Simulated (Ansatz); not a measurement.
Crystal: I.

```
CELL_PARAMETERS angstrom
3.63503 -2.39502 0.00000
3.63503 2.39502 0.00000
0.00000 0.00000 9.79344
ATOMIC_POSITIONS crystal
I 0.64930 0.35070 0.38440
I 0.14930 0.85070 0.11560
I 0.35070 0.64930 0.61560
I 0.85070 0.14930 0.88440
```

Base run:

```yaml
Program: Ansatz 0.2.0
Functional: PBE
Potentials_or_basis: Ansatz PAW
Cutoff: 250 eV
Density_cutoff: 1000 eV
k_mesh: 7 × 7 × 3
Occupations: fermi-dirac, width 0.05 eV
Spin: no spin polarisation
```

Its results: band gap on the k mesh 1.32 eV, indirect (least direct gap 1.40 eV); pressure 1.7 GPa; largest force 0.826 eV/Å.

The run is repeated on the same cell with these changes: functional from PBE to r2SCAN; cutoff from 250 eV to 500 eV (not typed: the program's choice for these potentials). What comes out?

Band gap on the k mesh 1.58 eV, indirect (least direct gap 1.67 eV); pressure 1.2 GPa; largest force 0.644 eV/Å.

r2SCAN gives the wider gap, since meta-GGAs in the generalised Kohn-Sham scheme recover part of the derivative discontinuity.

Caveats: spin-orbit coupling is left out, which moves the levels of the heavy elements; odd divisions of the mesh miss points on the zone boundary, where band edges often lie, so the gap on the mesh can be too wide (some runs); the pressure holds a Pulay correction of +28.4 GPa for the finite cutoff (some runs); the cutoff lies under the one recommended for these potentials (some runs); the k mesh misses the band edges, so the gap on the mesh is wider than the one along the path (some runs); the PAW data sets come from PBE, with cores solved anew for the run's functional, which leaves a small shift of forces and pressure (some runs).
